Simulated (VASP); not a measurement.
Wanted: the native input for a VASP 6.6.1 run.

- Task: relaxation of cell and atoms
- Functional: LDA
- Potentials or basis: VASP PAW LDA potentials, release 64 (In_d, Sb)
- Cutoff: 520 eV
- k mesh: 8 × 8 × 8
- Occupations: gaussian, width 0.02 eV
- Spin: no spin polarisation
- Further INCAR settings: ALGO = Fast; EDIFF = 1e-07; IBRION = 2; EDIFFG = -0.002; NSW = 80; ISIF = 3

The structure of InSb lies in POSCAR:

```
InSb                                    
1.0
   -0.0000000000      3.2276261510      3.2276261510
    3.2276261510      0.0000000000      3.2276261510
    3.2276261510      3.2276261510     -0.0000000000
  In              Sb            
     1     1
Direct
     0.0000000000000000    0.0000000000000000    0.0000000000000000
     0.2500000000000000    0.2500000000000000    0.2500000000000000
```

These files were run (other wordings do the same):

INCAR

```
SYSTEM = InSb
PREC = Accurate
ENCUT = 520
EDIFF = 1E-7
ISMEAR = 0
SIGMA = 0.02
LREAL = .False.
LASPH = .True.
NELM = 60
ALGO = Fast
ISIF = 3
LWAVE = .False.
LCHARG = .False.
GGA = CA
IBRION = 2
NSW = 80
EDIFFG = -0.002
```

KPOINTS

```
regular mesh
0
Gamma
  8 8 8
  0 0 0
```

Potentials or basis: VASP PAW LDA potentials, release 64 (In_d, Sb).

Run with:

```console
$ cat potpaw_LDA.64/In_d/POTCAR potpaw_LDA.64/Sb/POTCAR > POTCAR
$ mpirun -np 1 vasp_std > vasp.out
```

Results of the run:

| Quantity | Value |
| --- | --- |
| Pressure after relaxing | 0.0 GPa |
| Band gap on the k mesh | none (metal or under the smearing width) |

Caveat: the relaxation stopped at its first step, so nothing moved; this crystal is a semiconductor, whose small gap the functional closes, so the metal is an error of the method.

Wall time 27 s on 1 thread of Intel(R) Xeon(R) Platinum 8488C (Sapphire Rapids), with other jobs on the host, peak memory 0.18 GiB.
